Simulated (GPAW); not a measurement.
# A GW chain in GPAW: BAs (honeycomb bilayer)

Wanted: ground state, empty states, screening and self-energy for BAs (honeycomb bilayer).

Method: LDA and many-body steps on it, plane waves, in GPAW 26.7.0.

Report form: the programs' logs are mostly left out.

## Step 1: The starting structure

The cell holds 4 atoms: 2 B and 2 As. Cell: a = 3.390 Å, b = 3.390 Å, c = 14.600 Å, α = 90.0°, β = 90.0°, γ = 120.0°. It derives from BAs. Vacuum lies along c.

The start is a generated structure, not a measured one.

## Step 2: Relaxation

This step: GPAW 26.7.0; DFT, LDA, plane waves, PAW.

Gaps follow bond lengths, so the structure is brought to rest first.

run.py

```python
import json
import numpy as np
from gpaw.mpi import world
from ase import Atoms
from ase.constraints import FixSymmetry
from ase.filters import FrechetCellFilter
from ase.optimize import BFGS
from gpaw import GPAW, PW, FermiDirac

atoms = Atoms(['B', 'As', 'B', 'As'],
    cell=[[3.3900000000, 0.0000000000, 0.0000000000],
      [-1.6950000000, 2.9358261188, 0.0000000000],
      [0.0000000000, 0.0000000000, 14.6000000000]],
    scaled_positions=[[0.3333333333, 0.6666666667, 0.3784246575],
      [0.6666666667, 0.3333333333, 0.3784246575],
      [0.3333333333, 0.6666666667, 0.6215753425],
      [0.6666666667, 0.3333333333, 0.6215753425]],
    pbc=(True, True, False))
atoms.set_constraint(FixSymmetry(atoms))
atoms.calc = GPAW(mode=PW(700),
    xc='LDA',
    kpts={'size': (9, 9, 1), 'gamma': True},
    occupations=FermiDirac(0.02),
    convergence={'density': 1e-5},
    txt='relax.txt')
steps = []
opt = BFGS(FrechetCellFilter(atoms, mask=[1, 1, 0, 0, 0, 1]), logfile='bfgs.log')
opt.attach(lambda: steps.append([atoms.get_potential_energy(), atoms.cell[:], atoms.positions.copy(), atoms.get_forces()]))
converged = opt.run(fmax=0.03, steps=50)
res = {'converged': bool(converged), 'steps': steps, 'cell': atoms.cell[:], 'frac': atoms.get_scaled_positions()}

if world.rank == 0:
    with open('result.json', 'w') as f:
        json.dump(res, f, default=lambda x: x.tolist())
```

Launch:

```console
> mpirun -n 8 gpaw python run.py
```

Wall time 60 s (8 MPI ranks of Arm Neoverse V1, shared host); peak memory 1.9 GiB; 7.3 min of CPU time.

Relaxation path:

| step | energy less that of the first step (eV) | largest force (eV/Å) |
| --- | --- | --- |
| 1 | 0.0000 | 0.2334 |
| 2 | -0.0171 | 0.2251 |
| 3 | -0.0590 | 0.1783 |
| 4 | -0.0610 | 0.1745 |
| 5 | -0.0953 | 0.1099 |
| 6 | -0.1105 | 0.0867 |
| 7 | -0.1191 | 0.0739 |
| 8 | -0.1221 | 0.0706 |
| 9 | -0.1254 | 0.0623 |
| 10 | -0.1258 | 0.0598 |
| 11 | -0.1266 | 0.0485 |
| 12 | -0.1271 | 0.0389 |
| 13 | -0.1280 | 0.0121 |
| 14 | -0.1283 | 0.0004 |

The atoms that moved most (Å):

| atom | dx | dy | dz | length |
| --- | --- | --- | --- | --- |
| B1 | 0.000 | 0.000 | -0.361 | 0.361 |
| B3 | 0.000 | 0.000 | 0.361 | 0.361 |
| As4 | 0.000 | 0.000 | 0.353 | 0.353 |
| As2 | 0.000 | 0.000 | -0.353 | 0.353 |

The relaxed structure:

```xyz
4
Lattice="3.3453 0.0000 0.0000 -1.6727 2.8972 0.0000 0.0000 0.0000 14.6000" Properties=species:S:1:pos:R:3
B     0.0000    1.9314    5.1639
As    1.6727    0.9657    5.1716
B     0.0000    1.9314    9.4361
As    1.6727    0.9657    9.4284
```

## Step 3: Ground state

The ground-state density comes first.

run.py

```python
import json
import numpy as np
from gpaw.mpi import world
from ase import Atoms
from gpaw import GPAW, PW, FermiDirac

atoms = Atoms(['B', 'As', 'B', 'As'],
    cell=[[3.3453436593, 0.0000000000, 0.0000000000],
      [-1.6726718296, 2.8971525933, 0.0000000000],
      [0.0000000000, 0.0000000000, 14.6000000000]],
    scaled_positions=[[0.3333333333, 0.6666666667, 0.3536925651],
      [0.6666666667, 0.3333333333, 0.3542175231],
      [0.3333333333, 0.6666666667, 0.6463074349],
      [0.6666666667, 0.3333333333, 0.6457824769]],
    pbc=(True, True, False))
calc = GPAW(mode=PW(600),
    xc='LDA',
    kpts={'size': (12, 12, 1), 'gamma': True},
    occupations=FermiDirac(0.001),
    nbands=-8,
    convergence={'density': 1e-6, 'bands': -3},
    maxiter=100,
    txt='gs.txt')
atoms.calc = calc
res = {'energy': atoms.get_potential_energy(), 'forces': atoms.get_forces(), 'stress': atoms.get_stress()}
kpts = calc.get_ibz_k_points()
res['kpts'] = kpts
res['eigenvalues'] = [calc.get_eigenvalues(kpt=k) for k in range(len(kpts))]
res['n_electrons'] = calc.get_number_of_electrons()
calc.write('gs.gpw')

if world.rank == 0:
    with open('result.json', 'w') as f:
        json.dump(res, f, default=lambda x: x.tolist())
```

Launch:

```console
> mpirun -n 8 gpaw python run.py
```

Run time: 24 s. Hardware: 8 MPI ranks; peak memory 1.3 GiB; 2.1 min of CPU time.

Numbers from this step:

| Property | Result |
| --- | --- |
| total energy | -23.82 eV |
| gap | 0.1721 eV |
| k of the valence top | 0.3333, 0.3333, 0 |
| k of the conduction bottom | 0.3333, 0.3333, 0 |
| least direct gap | 0.1721 eV |

The gap is direct, at (0.333, 0.333, 0.000).

## Step 4: Bands along the symmetry lines

The cheap functional maps the bands first; the places of the edges decide which points the dearer methods must see.

run.py

```python
import json
import numpy as np
from gpaw.mpi import world
from gpaw import GPAW

path = [[0.000000, 0.000000, 0.000000],
    [0.062500, 0.000000, 0.000000],
    [0.125000, 0.000000, 0.000000],
    [0.187500, 0.000000, 0.000000],
    [0.250000, 0.000000, 0.000000],
    [0.312500, 0.000000, 0.000000],
    [0.375000, 0.000000, 0.000000],
    [0.437500, 0.000000, 0.000000],
    [0.500000, 0.000000, 0.000000],
    [0.479167, 0.041667, 0.000000],
    [0.458333, 0.083333, 0.000000],
    [0.437500, 0.125000, 0.000000],
    [0.416667, 0.166667, 0.000000],
    [0.395833, 0.208333, 0.000000],
    [0.375000, 0.250000, 0.000000],
    [0.354167, 0.291667, 0.000000],
    [0.333333, 0.333333, 0.000000],
    [0.291667, 0.291667, 0.000000],
    [0.250000, 0.250000, 0.000000],
    [0.208333, 0.208333, 0.000000],
    [0.166667, 0.166667, 0.000000],
    [0.125000, 0.125000, 0.000000],
    [0.083333, 0.083333, 0.000000],
    [0.041667, 0.041667, 0.000000],
    [0.000000, 0.000000, 0.000000]]
calc = GPAW('gs.gpw').fixed_density(kpts=path,
    symmetry='off',
    nbands=18,
    convergence={'bands': 14},
    txt='bands.txt')
res = {}
kpts = calc.get_ibz_k_points()
res['kpts'] = kpts
res['eigenvalues'] = [calc.get_eigenvalues(kpt=k) for k in range(len(kpts))]
res['n_electrons'] = calc.get_number_of_electrons()

if world.rank == 0:
    with open('result.json', 'w') as f:
        json.dump(res, f, default=lambda x: x.tolist())
```

Launch:

```console
> mpirun -n 8 gpaw python run.py
```

The job ended after 10 s (8 MPI ranks; peak memory 1.4 GiB; 66 s of CPU time).

This step gave:

| Property | Result |
| --- | --- |
| gap | 0.1721 eV |
| k of the valence top | 0.3333, 0.3333, 0 |
| k of the conduction bottom | 0.3333, 0.3333, 0 |
| least direct gap | 0.1721 eV |

The gap is 0.172 eV, as in the run before at this level.

Electronic bands along the path, in eV, zero at the top of the highest filled band; v1 is the highest filled band, c1 the lowest empty one:

| point | v4 | v3 | v2 | v1 | c1 | c2 | c3 | c4 |
| --- | --- | --- | --- | --- | --- | --- | --- | --- |
| Γ | -1.85 | -1.85 | -1.83 | -1.83 | 3.09 | 3.87 | 3.96 | 4.37 |
| halfway | -3.74 | -3.12 | -3.09 | -3.07 | 2.97 | 3.07 | 4.10 | 4.28 |
| M | -3.97 | -3.94 | -1.69 | -1.11 | 0.75 | 1.42 | 2.23 | 2.34 |
| halfway | -5.31 | -5.27 | -1.36 | -0.77 | 0.67 | 1.27 | 4.20 | 4.33 |
| K | -6.51 | -6.46 | -0.63 | 0.00 | 0.17 | 0.65 | 5.29 | 6.28 |
| halfway | -4.06 | -4.02 | -3.42 | -2.75 | 3.70 | 4.17 | 4.36 | 4.50 |
| Γ | -1.85 | -1.85 | -1.83 | -1.83 | 3.09 | 3.87 | 3.96 | 4.37 |

## Step 5: Empty states on the mesh, 12×12×1 mesh, 239 bands

The sums over transitions need many empty states on a uniform mesh; this step solves for them.

run.py

```python
import json
import numpy as np
from gpaw.mpi import world
from gpaw import GPAW

calc = GPAW('gs.gpw').fixed_density(kpts={'size': (12, 12, 1), 'gamma': True},
    nbands=278,
    convergence={'bands': 239},
    update_fermi_level=True,
    txt='nscf.txt')
calc.write('full.gpw', mode='all')
res = {}
kpts = calc.get_ibz_k_points()
res['kpts'] = kpts
res['eigenvalues'] = [calc.get_eigenvalues(kpt=k) for k in range(len(kpts))]
res['n_electrons'] = calc.get_number_of_electrons()

if world.rank == 0:
    with open('result.json', 'w') as f:
        json.dump(res, f, default=lambda x: x.tolist())
```

Launch:

```console
> mpirun -n 8 gpaw python run.py
```

Wall time 3.4 min (8 MPI ranks); peak memory 2 GiB; 24 min of CPU time.

Numbers from this step:

| Quantity | Value |
| --- | --- |
| gap | 0.1721 eV |
| k of the valence top | 0.3333, 0.3333, 0 |
| k of the conduction bottom | 0.3333, 0.3333, 0 |
| least direct gap | 0.1721 eV |
| k points computed | 19 |
| lowest point of the top converged band, above the valence top | 75.6663 eV |

On this mesh the gap is 0.172 eV.

## Step 6: Screening and self-energy, 12×12×1 mesh, 106 bands, screening to 48 eV

G0W0 replaces the xc potential by the self-energy, built once from these orbitals. Only a window of levels is corrected, while the sums run over the empty bands that the input names.

This step: G0W0 on LDA, plane waves, PAW.

run.py

```python
import json
import numpy as np
from gpaw.mpi import world
from gpaw.response.g0w0 import G0W0

gw = G0W0('full.gpw',
    filename='gw',
    kpts=[0, 9],
    bands=(6, 10),
    ecut=48,
    nbands=106,
    truncation='2D',
    integrate_gamma='sphere',
    q0_correction=True,
    frequencies={'type': 'nonlinear', 'domega0': 0.15, 'omega2': 15.0},
    eta=0.1,
    nblocksmax=True)
gw.calculate()
res = {mode: {k: v for k, v in r.items() if k != 'sigma_eskwn'}
       for mode, r in gw.all_results.items()}

if world.rank == 0:
    with open('result.json', 'w') as f:
        json.dump(res, f, default=lambda x: x.tolist())
```

Launch:

```console
> mpirun -n 8 gpaw python run.py
```

It took 6.1 min on 8 MPI ranks; peak memory 3.8 GiB.

Numbers from this step:

| Property | Result |
| --- | --- |
| G0W0 gap on the points computed | 0.5838 eV |
| least direct G0W0 gap on the computed points | 0.5838 eV |
| Z at the valence top | 0.7004 |
| Z at the conduction bottom | 0.6776 |
| starting gap on the mesh | 0.1721 eV |
| k of the valence top | 0.3333, 0.3333, 0 |
| k of the conduction bottom | 0.3333, 0.3333, 0 |

The gap on the mesh goes from 0.17 eV to 0.58 eV, a correction of +0.41 eV.

Limits: finite bands, cutoff and mesh; no spin-orbit coupling. v1 is the top filled band, c1 the lowest empty one. The levels before and after the correction (eV, zero at the valence-band top of each column):

|  | conduction bottom | valence top |
| --- | --- | --- |
| Kohn-Sham | 0.17 | 0.00 |
| G0W0 | 0.58 | 0.00 |

|  | level | energy (eV) |
| --- | --- | --- |
| Kohn-Sham | (0.333 0.333 0) v2 | -0.628 |
| Kohn-Sham | (0.333 0.333 0) v1 | 0.000 |
| Kohn-Sham | (0.333 0.333 0) c1 | 0.172 |
| Kohn-Sham | (0.333 0.333 0) c2 | 0.649 |
| G0W0 | (0.333 0.333 0) v2 | -0.719 |
| G0W0 | (0.333 0.333 0) v1 | 0.000 |
| G0W0 | (0.333 0.333 0) c1 | 0.584 |
| G0W0 | (0.333 0.333 0) c2 | 1.112 |

## Step 7: Where the time went

Times are wall times on 8 MPI ranks of Arm Neoverse V1, shared host, good to a factor of about two.

| step | time | share | memory (GiB) |
| --- | --- | --- | --- |
| relaxation | 60 s | 9 % | 1.9 |
| ground state | 24 s | 4 % | 1.3 |
| bands along the symmetry lines | 10 s | 2 % | 1.4 |
| empty states on the mesh | 3.4 min | 31 % | 2.0 |
| screening and self-energy | 6.1 min | 55 % | 3.8 |

## Step 8: What came out

```yaml
lda_gap: 0.17 eV, direct
g0w0_gap_on_the_mesh: 0.58 eV
gw_settings: 12×12×1 mesh, 106 bands, screening to 48 eV, full frequency, Hilbert transform
known_limits: not at the basis limit; no spin-orbit coupling
```

**Reading.** G0W0 moves the gap on the mesh from 0.17 eV to 0.58 eV (+0.41 eV), with Z of 0.70 and 0.68 at the edges. Only 2 of the mesh's irreducible points were corrected, so a valley elsewhere could overtake. The dearest step here is «screening and self-energy». Bands and cutoff are finite, so the gap is not at the basis limit. The miss can reach some tenths of an eV and take either sign; the mesh is an error of its own. These stock PAW sets were not made for GW; the filled d or f shell of As lies in the frozen core, which bears on start and correction. In the G0W0 run levels were corrected at 2 k points alone, so a gap called «on the mesh» is the least over those, and an edge elsewhere would be missed. The many-body steps are scalar-relativistic: spin-orbit coupling is not in them.

[Paths, hosts, dates, memory and timing lines, banners, echoed tables and standing remarks are left out of the program output.]

[Logs are printed without paths, hosts, clocks, repeated set-up lines and the standing remarks that a program may print on its own settings, such as how far it seeks lower states.]

[Runs of the session that timed out or met a known fault of the program may be left out.]

[Hosts, paths, dates, database ids (printed as entryN), source tags and the programs' standing remarks are cut or masked in the printed files.]
